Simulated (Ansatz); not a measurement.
**In (hcp)**

Method: r²SCAN, scalar-relativistic; no spin polarisation; PAW, 500 eV, Γ-centred 14×14×8 mesh, 0.05 eV Gaussian smearing; code Ansatz. The datasets are Ansatz's generated set soft_2.

```
In
1.0
     3.30637    0.00000    0.00000
    -1.65318    2.86340    0.00000
     0.00000    0.00000    5.59628
In
2
Cartesian
  0.0000 1.9089 4.1972
  1.6532 0.9545 1.3991
```

At room temperature and ambient pressure In takes another structure.

Path: Γ–M–K–Γ–A–L–H–A | L–M | H–K, with Γ = (0.000, 0.000, 0.000), M = (0.500, 0.000, 0.000), K = (0.333, 0.333, 0.000), A = (0.000, 0.000, 0.500), L = (0.500, 0.000, 0.500), H = (0.333, 0.333, 0.500) in reciprocal vectors of the calculation's cell.

Task: Is it a metal or an insulator, and if it has a gap, where are the band edges on this path?

Result: A metal: bands cross the Fermi level.

Bands as a text map, energy in eV from the Fermi level (dashes), each leg drawn with the same width:
```
  5.57 |  * *                             *           *     **        *    
  5.14 |     *     *    *  *      *      *  *        *      **             
  4.71 |      *         *              *                      ***      *   
  4.29 |       *        *               *    *        *      *   **        
  3.86 |      * *   *  *  *        *                           *        *  
  3.43 |     *     **                  *             **       * *          
  3.00 |   *   ****  * *  *           *       *        *         **      * 
  2.57 |              *             **                  **     *          *
  2.14 |          *  **  *              *      *     *                   **
  1.71 |      *     * *                             *           *       * *
  1.29 |          **** * *         *                                   * * 
  0.86 |    *  *** **                           *                **   * *  
  0.43 |         **     *         *                **                *     
  0.00 |------******---**----------------*-------*---------------**-*--*---
 -0.43 |                *        *                *             *  *  *    
 -0.86 |     *      *  *                           *           **   **     
 -1.29 |      *      *   *                        *           **   ****    
 -1.71 |    *         * *       *         *      *           *         ****
 -2.14 |               *  *                    **           * *            
 -2.57 |   * *                 *             **  **        * *     ***     
 -3.00 |      *          * *               **  **         ***         **   
 -3.43 | ** *       ***     * *              **    *       **           ***
 -3.86 |*         ** *    *  *             **             ** **            
 -4.29 |   *   *** **      *                                ** ****        
 -4.71 | **      **    *    *             *                   **           
 -5.14 |*      **            **                     *           ***        
 -5.57 |                                                                   
 -6.00 |      *                *         *                                 
        Γ      M      K      Γ      A      L      H      AL       MH      K
```
